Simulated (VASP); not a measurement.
Input of a VASP 6.6.1 run:

INCAR

```
  ALGO = Normal
  EDIFF = 1E-6
  ENCUT = 520
  ISIF = 2
  ISMEAR = -1
  ISPIN = 2
  LASPH = True
  LCHARG = True
  LELF = True
  LORBIT = 11
  LREAL = Auto
  LVHAR = True
  LWAVE = False
  MAGMOM = 1 1 1 1 1 1 1 1 1 1 1 1 1 1 1 1
  NBANDS = 66
  NELM = 150
  PREC = Accurate
  SIGMA = 0.02
```

Contents of KPOINTS:

```
k-points
0
Gamma
  1 1 1
```

The input POSCAR:

```
O
1.0
    7.8772940000      0.0000000000      0.0000000000
    0.0000000000      7.8772940000      0.0000000000
    0.0000000000      0.0000000000      7.8772940000
O
16
Direct
    0.5028506230      0.4246910500      0.8184171731
    0.4394592226      0.2871270075      0.7990896824
    0.1856943293      0.3992851275      0.5549612307
    0.1210782364      0.4351493956      0.4211899170
    0.5437180637      0.9489617951      0.2008158237
    0.5154293231      0.8119885658      0.1407191943
    0.8555154514      0.5116206494      0.7161014542
    0.8491108969      0.3595873521      0.7135124314
   -0.0307770262      0.0951306712      0.4291151733
   -0.0097999044      0.0585462884      0.2822103779
    0.8413494603      0.6204910381      0.0832749722
    0.8712069327      0.7603320526      0.0299188638
    0.7744002557      0.7766772508      0.4442729002
    0.7333553113      0.8266231975      0.5818739894
    0.2121033776      0.5618374639      0.0699059908
    0.1618415467      0.5256107944     -0.0695726745
```

Potentials or basis: VASP PAW LDA potentials, release 64 (O).

The run is started by

```sh
$ cat potpaw_LDA.64/O/POTCAR > POTCAR
$ mpirun -np 1 vasp_gam > vasp.out
```

Q: Estimate the pressure.

A: 1.4 GPa.

Q: Predict the net moment.

A: 16.00 μB per cell.

Q: Estimate the largest force.

A: 2.010 eV/Å.

Stress tensor (GPa, compression positive):
```
0.15 0.37 0.14
0.37 2.21 0.47
0.14 0.47 1.96
```

Caveat: the standard files for N, O and F lose accuracy on very short bonds.
